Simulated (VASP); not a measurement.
A convergence study with VASP on InN (wurtzite): one setting is varied, all else stays as given below, so the limit is that of these other settings.

```xyz
4
Lattice="1.7700 -3.0657 0.0000 1.7700 3.0657 0.0000 0.0000 0.0000 5.7000" Properties=species:S:1:pos:R:3 pbc="T T T"
In     1.7700    -1.0219     2.8500
In     1.7700     1.0219     0.0000
N      1.7700    -1.0219     5.0103
N      1.7700     1.0219     2.1603
```

All values below come from PBE GGA, VASP's PBE PAW potentials (set 64) (plane waves; VASP 6.6.1). The tightest run used: 700 eV cut-off, 16×16×10 Γ-centred mesh, tetrahedra with Blöchl corrections, potentials In_d N.

| setting | E (eV/atom) | pressure (GPa) | largest force (eV/Å) | irreducible k-points |
|---|---|---|---|---|
| 3×3×2 mesh | -5.2791 | 6.01 | 0.031 | 6 |
| 4×4×2 mesh | -5.3277 | 5.53 | 0.006 | 8 |
| 5×5×3 mesh | -5.3391 | 5.32 | 0.027 | 10 |

Question: These are the cheaper rows. Estimate the results at 16×16×10 mesh, and how far the last row shown lies from them.

Answer: 
```
quantity              tightest run  last row shown is off by
--------------------  ------------  ------------------------
E (eV/atom)                -5.3449                    0.0058
pressure (GPa)                5.22                      0.10
largest force (eV/Å)         0.036                    -0.009
```

Left out are rungs that failed or repeat a setting and relaxations that didn't move; long series are thinned to 24 rows.

The compound is InN in the wurtzite structure. The cell was not relaxed at this level.
